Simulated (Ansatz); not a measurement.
Clean, relaxed (001) surface of Ti, space group P6_3/mmc (No. 194) (top face towards +c; atoms held fixed, by place in the list: 1, 2):

```
CELL_PARAMETERS angstrom
2.93580 0.00000 0.00000
-1.46790 2.54247 0.00000
0.00000 0.00000 23.95429
ATOMIC_POSITIONS crystal
Ti 0.66667 0.33333 0.35484
Ti 0.33333 0.66667 0.45161
Ti 0.66667 0.33333 0.55238
Ti 0.33333 0.66667 0.64232
```

Computed with DFT r2SCAN, scalar-relativistic, plane waves, PAW in Ansatz 0.2.0. Settings: cutoff 500 eV, Γ-centred mesh 12×12×1 on the computed 4-atom cell, Gaussian smearing of 0.10 eV; no spin polarisation. A dipole correction removes the field between periodic images along c.

O (atom) is adsorbed on the top face, one adsorbate per 7.5 Å², and relaxed from 3 starting sites (fractions of a and b). E_ads counts from the clean slab and the free adsorbate (spin-polarised where it has unpaired electrons); negative means bound. Heights count from the highest slab atom after relaxation. Δφ is the top face's. Δp counts per cell along +c. Bonded neighbours lie within 1.25 times the sum of covalent radii (1.35 for H) and, on that scale, within 12 % of the closest. With the adsorbate the cell is lengthened along c to keep the vacuum.

| start | ends at | E_ads (eV) | height (Å) | shortest contact | Δφ (eV) | Δp (e·Å) |
| --- | --- | --- | --- | --- | --- | --- |
| top (Ti) at (0.33, 0.67) | (0.33, 0.67), 1 bonded neighbour (Ti) | -5.59 | 1.59 | O–Ti 1.58 Å | +4.46 | -0.181 |
| hollow (Ti-Ti-Ti) at (0.00, 0.00) | (0.00, 0.00), 3 bonded neighbours (Ti) | -8.58 | 0.86 | O–Ti 1.90 Å | +0.51 | -0.021 |
| bridge (Ti-Ti) at (0.83, 0.67) | (0.94, 0.87), 3 bonded neighbours (Ti) | -8.60 | 0.85 | O–Ti 1.89 Å | +0.41 | -0.017 |

Among the sites tried, the lowest end comes from the bridge (Ti-Ti) at (0.83, 0.67) start; the hollow (Ti-Ti-Ti) at (0.00, 0.00) start ended within 0.02 eV of it, though not always at the same place; other sites may lie lower.

Each end is the local minimum or symmetric point that its start leads to. The slab is only 7.0 Å thick, so the energies aren't converged with thickness.

Spin polarisation was left out, and a magnetic state may lie lower.